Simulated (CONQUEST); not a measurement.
**Re in CONQUEST: convergence with smearing width**

Input of the first run (smearing width 0.4 eV); the others differ in this setting and in those tied to it:

Contents of Conquest_input:

```
IO.Title Re
IO.Coordinates coords.dat
IO.FractionalAtomicCoords T
IO.Iprint 2
IO.Iprint_init 1
General.NumberOfSpecies 1
General.PseudopotentialType hamann
AtomMove.TypeOfRun static
AtomMove.FullStress T
Grid.GridCutoff 120
DM.SolutionMethod diagon
Diag.MPMesh T
Diag.GammaCentred T
Diag.MPMeshX 7
Diag.MPMeshY 5
Diag.MPMeshZ 4
Diag.kT 0.01469973
minE.SCTolerance 1e-6
SC.MaxIters 100
IO.AtomChargeOutput T
%block ChemicalSpeciesLabel
1 186.210 Re
%endblock
```

Contents of coords.dat:

```
    5.2171558849     0.0000000000     0.0000000000
    0.0000000000     8.4247770088     0.0000000000
    0.0000000000     0.0000000000     9.0363790645
4
  0.0015085000   0.7526830000   0.3315735000 1 T T T
  0.5015085000   0.7526830000   0.8315735000 1 T T T
  0.0010880000   0.2480690000   0.6681930000 1 T T T
  0.5010880000   0.2480690000   0.1681930000 1 T T T
```

Potentials or basis: PseudoDojo NC LDA, SZP, grid cutoff 120 Ha.

Run with:

```sh
$ OMP_NUM_THREADS=1 Conquest
```

The cell isn't the ideal one: atoms moved at random.

Hardware: 1 thread of AMD EPYC 7571, with other jobs on the host.

Problem. The values tried are 0.4 eV, 0.3 eV, 0.2 eV, 0.1 eV, 0.05 eV, 0.025 eV, 0.01 eV, 0.005 eV, loosest first. From which on does the pressure stay within 0.1 GPa of the tightest run that finished?

Solution. From 0.025 eV on.

```tsv
smearing width	energy less the tightest run, at zero smearing (meV/atom)	pressure (GPa)	largest force (eV/Å)	SCF cycles	CPU time (s)	peak memory (GiB)
0.4 eV	14.61	5.98	0.220	7	170	0.78
0.3 eV	10.14	4.56	0.196	7	190	0.78
0.2 eV	4.46	3.51	0.177	7	190	0.77
0.1 eV	0.53	2.82	0.175	7	180	0.78
0.05 eV	0.06	2.58	0.177	7	170	0.78
0.025 eV	-0.02	2.47	0.176	7	150	0.78
0.01 eV	-0.03	2.42	0.177	7	160	0.78
0.005 eV	0.00	2.41	0.175	7	160	0.78
```

Against the tightest run, the energy stays within 1 meV/atom from 0.1 eV on; the largest force stays within 0.005 eV/Å from 0.2 eV on. Narrower smearing needs a denser k mesh, so at a fixed mesh the narrowest width isn't the most accurate. The tightest run that finished is the yardstick and may itself not be fully converged.

Caveat, for the tightest run too: the atomic basis is small; the basis of atomic orbitals isn't converged, which shifts pressures, moduli and gaps. The run has no spin-orbit coupling, so splittings on Re are missing.
